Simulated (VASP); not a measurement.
# Si (Fd-3m) in VASP: a series of runs, part 2 of 2

VASP 6.6.1. The steps go on from the part before.

## 4. Single point, LDA

File INCAR:

```
SYSTEM = Si
  PREC = Accurate
  ENCUT = 520
  EDIFF = 1E-6
  ISMEAR = 0
  SIGMA = 0.1
  LREAL = .False.
  LASPH = .True.
  NELM = 100
  ALGO = Normal
  ISIF = 2
  LWAVE = .False.
  LCHARG = .False.
  GGA = CA
  NBANDS = 16
```

File KPOINTS:

```
Automatic mesh
0
Gamma
  6 4 6
  0 0 0
```

File POSCAR:

```
Si
1.0
    3.8194131438      0.0000000000      0.0000000000
    0.0000000000      5.4014658538      0.0000000000
    0.0000000000      0.0000000000      3.8194131438
Si
4
Direct
    0.0000000000      0.0000000000      0.0000000000
    0.5000000000      0.2500000000      0.0000000000
    0.5000000000      0.5000000000      0.4999921000
    0.0000000000      0.7500000000      0.4999921000
```

Potentials or basis: VASP PAW LDA potentials, release 64 (Si).

The run is started by

```bash
cat potpaw_LDA.64/Si/POTCAR > POTCAR
mpirun -np 1 vasp_std > vasp.out
```

OUTCAR:

```text
SYSTEM = Si
   PREC = Accurate
   ENCUT = 520
   EDIFF = 1E-6
   ISMEAR = 0
   LREAL = .False.
   LASPH = .True.
   NELM = 100
   ISIF = 2
   GGA = CA

 ion  position               nearest neighbor table
   1  0.000  0.000  0.000-   4 2.34   2 2.34   2 2.34   4 2.34
   2  0.500  0.250  0.000-   3 2.34   1 2.34   1 2.34   3 2.34
   3  0.500  0.500  0.500-   2 2.34   4 2.34   4 2.34   2 2.34
   4  0.000  0.750  0.500-   1 2.34   3 2.34   3 2.34   1 2.34

  LATTYP: Found a simple tetragonal cell.
 ALAT       =     3.8194131438
 C/A-ratio  =     1.4142135586

  Lattice vectors:

 A1 = (  -3.8194131438,   0.0000000000,   0.0000000000)
 A2 = (   0.0000000000,   0.0000000000,   3.8194131438)
 A3 = (   0.0000000000,   5.4014658538,   0.0000000000)

Analysis of symmetry for initial positions (statically):
=====================================================================
 Subroutine PRICEL returns:
 Original cell was already a primitive cell.

 Routine SETGRP: Setting up the symmetry group for a
 simple tetragonal supercell.

 Subroutine GETGRP returns: Found 16 space group operations
 (whereof  6 operations were pure point group operations)
 out of a pool of 16 trial point group operations.

The static configuration has the point symmetry C_3h.
 The point group associated with its full space group is D_4h.

Analysis of symmetry for dynamics (positions and initial velocities):
=====================================================================
 Subroutine PRICEL returns:
 Original cell was already a primitive cell.

 Routine SETGRP: Setting up the symmetry group for a
 simple tetragonal supercell.

 Subroutine GETGRP returns: Found 16 space group operations
 (whereof  6 operations were pure point group operations)
 out of a pool of 16 trial point group operations.

The dynamic configuration has the point symmetry C_3h.
 The point group associated with its full space group is D_4h.

[... 117 lines left out ...]
   ISMEAR =     0;   SIGMA  =   0.10  broadening in eV -4-tet -1-fermi 0-gaus
   EFERMI_NEDOS =   21; number of points for ismear=-14 and -15
   IALGO  =     38    algorithm
   IMIX   =      4    mixing-type and parameters
     AMIX     =   0.40;   BMIX     =  1.00
     AMIX_MAG =   1.60;   BMIX_MAG =  1.00
  volume/ion in A,a.u.               =      19.70       132.94
  Fermi-wavevector in a.u.,A,eV,Ry     =   0.962232  1.818355 12.597507  0.925891
  Thomas-Fermi vector in A             =   2.091673
   LORBIT       =      0    0 simple, 1 ext, 2 COOP (PROOUT), +10 PAW based schemes
   GGA     = CA    functional components
   LHFCALC =     F    Hartree Fock is set to
   AEXX    =    0.0000 exact exchange contribution
   IVDW    =     0    specifies the selected vdW correction
   LEPSILON=     F    determine dielectric tensor
   LRPA    =     F    only Hartree local field effects (RPA)
 non-spin polarized calculation
 Gauss-broadening in eV      SIGMA  =   0.10
  energy-cutoff  :      520.00
  volume of cell :       78.80
 maximum number of plane-waves:      2148
   NGX = 15   NGY = 21   NGZ = 15

 number of electron      16.0000001 magnetization

 Free energy of the ion-electron system (eV)
  ---------------------------------------------------
  ext. energy  EPLUGINS =         0.00000000
  ---------------------------------------------------
  free energy    TOTEN  =       -23.82139417 eV

  energy without entropy =      -23.82138908  energy(sigma->0) =      -23.82139162

 E-fermi :   6.1866     XC(G=0):  -9.6657

 val. band max:        5.9393528352   @ k =   0.0000   0.0000   0.0000
 cond. band min:       6.4267451693   @ k =   0.0000   0.2500   0.0000
 fundamental gap:      0.4873923341
 Fermi energy:         6.1865768636

 k-point     1 :       0.0000    0.0000    0.0000
  band No.  band energies     occupation
      1      -6.1302      2.00000
      2      -1.9274      2.00000
      3      -1.9274      2.00000
      4       3.0434      2.00000
      5       3.0434      2.00000
      6       5.9385      1.99955
[... 433 lines left out ...]
      3      -1.1260      2.00000
      4       0.5270      2.00000
      5       1.4398      2.00000
      6       2.6604      2.00000
[... 8 lines left out ...]
     15      13.0825      0.00000
     16      13.1814      0.00000

 [... further k-points ...]
[... 5 lines left out ...]
  --------------------------------------------------------------------------------------
  -------------------------------------------------------------------------------------
  Total        0.0982790     -0.0441509      0.0982790      0.0000000     -0.0000000      0.0000000
  in kB        1.9983254     -0.8977290      1.9983254      0.0000000     -0.0000000      0.0000000
  external PRESSURE =       1.0329739 kB  Pullay stress =       0.0000000 kB

 VOLUME and BASIS-vectors are now :
 -----------------------------------------------------------------------------
  energy-cutoff  :      520.00
  volume of cell :       78.80
      direct lattice vectors                 reciprocal lattice vectors
     3.819413144  0.000000000  0.000000000     0.261820327  0.000000000  0.000000000
     0.000000000  5.401465854  0.000000000     0.000000000  0.185134929  0.000000000
     0.000000000  0.000000000  3.819413144     0.000000000  0.000000000  0.261820327

 POSITION                                       TOTAL-FORCE (eV/Angst)
 -----------------------------------------------------------------------------------
      0.00000      0.00000      0.00000        -0.000000      0.000060     -0.001793
      1.90971      1.35037      0.00000         0.000000      0.000060     -0.001793
      1.90971      2.70073      1.90968         0.000000     -0.000060      0.001793
      0.00000      4.05110      1.90968         0.000000     -0.000060      0.001793
 -----------------------------------------------------------------------------------
    total drift:                               -0.000000      0.000154      0.003580

  FREE ENERGIE OF THE ION-ELECTRON SYSTEM (eV)
  ---------------------------------------------------
  free  energy   TOTEN  =       -23.8213941688 eV

  energy  without entropy=      -23.8213890806  energy(sigma->0) =      -23.82139162
```

OSZICAR:

```text
N       E                     dE             d eps       ncg     rms          rms(c)
DAV:   1     0.206650823614E+02    0.20665E+02   -0.58893E+03   960   0.799E+02
DAV:   2    -0.226325092968E+02   -0.43298E+02   -0.39209E+02  1344   0.119E+02
DAV:   3    -0.243487386993E+02   -0.17162E+01   -0.17072E+01  1312   0.218E+01
DAV:   4    -0.243688414853E+02   -0.20103E-01   -0.20100E-01  1184   0.308E+00
DAV:   5    -0.243692043998E+02   -0.36291E-03   -0.36290E-03  1320   0.387E-01    0.724E+00
DAV:   6    -0.239914524089E+02    0.37775E+00   -0.15282E-01  1104   0.181E+00    0.435E+00
DAV:   7    -0.238210267892E+02    0.17043E+00   -0.29458E-01  1096   0.255E+00    0.318E-01
DAV:   8    -0.238214491253E+02   -0.42234E-03   -0.23404E-02  1144   0.782E-01    0.957E-02
DAV:   9    -0.238213677661E+02    0.81359E-04   -0.67569E-04  1232   0.140E-01    0.811E-02
DAV:  10    -0.238213935542E+02   -0.25788E-04   -0.67153E-05  1160   0.442E-02    0.700E-02
DAV:  11    -0.238213941688E+02   -0.61455E-06   -0.44814E-06  1176   0.114E-02
   1 F= -.23821394E+02 E0= -.23821392E+02  d E =-.508817E-05
```

Wall time 8.5 s (1 thread of Intel Xeon 6975P-C (Granite Rapids), shared host); peak memory 0.15 GiB.

What came out:

```
Free energy            : -23.8214 eV
Pressure               : 0.1 GPa
Band gap on the k mesh : 0.49 eV
```

Caveat: the real-space grid breaks the cell's symmetry a little.
